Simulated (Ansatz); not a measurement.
Crystal: SnSe.

```
CELL_PARAMETERS angstrom
0.00000 3.01000 3.01000
3.01000 0.00000 3.01000
3.01000 3.01000 0.00000
ATOMIC_POSITIONS crystal
Sn 0.00000 0.00000 0.00000
Se 0.50000 0.50000 0.50000
```

Measurements of this composition are mostly on another form, of space group No. 62.

Program: Ansatz 0.2.0. Alike in all runs: potentials or basis Ansatz PAW; cell as given.

Problem. Order these runs on this cell by their pressure, lowest first.
A. level BLYP; spin off; k mesh 8 × 8 × 8; cutoff (eV) 420; smearing fermi-dirac 0.05 eV; points for each segment of the path 14; mesh quality not flagged
B. level r2SCAN; spin SOC, no magnetisation; k mesh 6 × 6 × 6; cutoff (eV) 500; smearing fermi-dirac 0.05 eV; points for each segment of the path 14; mesh quality not flagged
C. level HSE06+D4; spin off; k mesh 4 × 4 × 4; cutoff (eV) 420; smearing gaussian 0.05 eV; mesh quality coarse
D. level RPBE; spin off; k mesh 8 × 8 × 8; cutoff (eV) 420; smearing fermi-dirac 0.05 eV; points for each segment of the path 14; mesh quality not flagged
E. level PBEsol; spin SOC, no magnetisation; k mesh 6 × 6 × 6; cutoff (eV) 420; smearing fermi-dirac 0.05 eV; points for each segment of the path 14; mesh quality not flagged

Solution. C (-3.8 GPa), E (-2.3 GPa), B (-0.5 GPa), D (2.6 GPa), A (4.8 GPa).

Caveats: some runs use coarse meshes; the PAW data sets come from PBE, with cores solved anew for the run's functional, which leaves a small shift of forces and pressure; the thresholds are loose for stress (some runs).

Runs at the PBE level aren't shown here.
